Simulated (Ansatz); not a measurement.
# Si: the cost of one run

Computed with Ansatz 0.2.0 (DFT PBE, scalar-relativistic, plane waves, PAW, unless a step's input says otherwise).

## (1) Starting point

Symmetry: Cmmm, No. 65, orthorhombic system. The conventional cell has a = 6.093 Å, b = 12.557 Å, c = 3.600 Å, α = 90.00°, β = 90.00°, γ = 90.00°. Around Si (site symmetry m) lie 4 Si at 2.19 to 2.26 Å. Si (site symmetry m) is surrounded by 4 Si at 2.19 to 2.25 Å.

As a file:

```cif
data_structure
_symmetry_space_group_name_H-M 'P 1'
_symmetry_Int_Tables_number 1
_cell_length_a 6.9783
_cell_length_b 6.9783
_cell_length_c 3.5999
_cell_angle_alpha 90.000
_cell_angle_beta 90.000
_cell_angle_gamma 128.233
_cell_volume 137.70
loop_
_atom_site_label
_atom_site_type_symbol
_atom_site_fract_x
_atom_site_fract_y
_atom_site_fract_z
_atom_site_occupancy
Si1 Si 0.14822 0.48139 0.00000 1
Si2 Si 0.85178 0.51861 0.00000 1
Si3 Si 0.51861 0.85178 0.00000 1
Si4 Si 0.48139 0.14822 0.00000 1
Si5 Si 0.90473 0.72637 0.50000 1
Si6 Si 0.09527 0.27363 0.50000 1
Si7 Si 0.27363 0.09527 0.50000 1
Si8 Si 0.72637 0.90473 0.50000 1
```

Recipe of the guess: 4-connected net of one element (Cmmm, No. 65). The dimensions are guesses.

## (2) A first look at the guess

input.yaml

```yaml
crystal:
  lattice:
    - [3.04632399, -6.27827383, 0.0]
    - [3.04632399, 6.27827383, 0.0]
    - [0.0, 0.0, 3.59991449]
  atoms:
    - { symbol: Si, position: [0.14821511, 0.48139077, 0.0] }
    - { symbol: Si, position: [0.85178489, 0.51860923, 0.0] }
    - { symbol: Si, position: [0.51860923, 0.85178489, 0.0] }
    - { symbol: Si, position: [0.48139077, 0.14821511, 0.0] }
    - { symbol: Si, position: [0.90472909, 0.72637499, 0.5] }
    - { symbol: Si, position: [0.09527091, 0.27362501, 0.5] }
    - { symbol: Si, position: [0.27362501, 0.09527091, 0.5] }
    - { symbol: Si, position: [0.72637499, 0.90472909, 0.5] }
basis:
  ecutwfc: 420
kpoints:
  mp_grid: { grid: [4, 4, 6] }
hamiltonian:
  xc: pbe
scf:
  occupations: { method: gaussian, width: 0.1 }
  lower_state_search: "off"
output:
  forces: true
  stress: true
  eigenvalues: true
```

Command:

```console
$ ansatz run input.yaml --threads 1 --pin off --max-ram 2560MiB --backend cpu --events-out ev --progress --plain --runs-dir out
```

What time and memory should one allow on 1 thread of Arm Neoverse V1, shared host?

About 8.3 s, with a peak of 0.37 GiB.
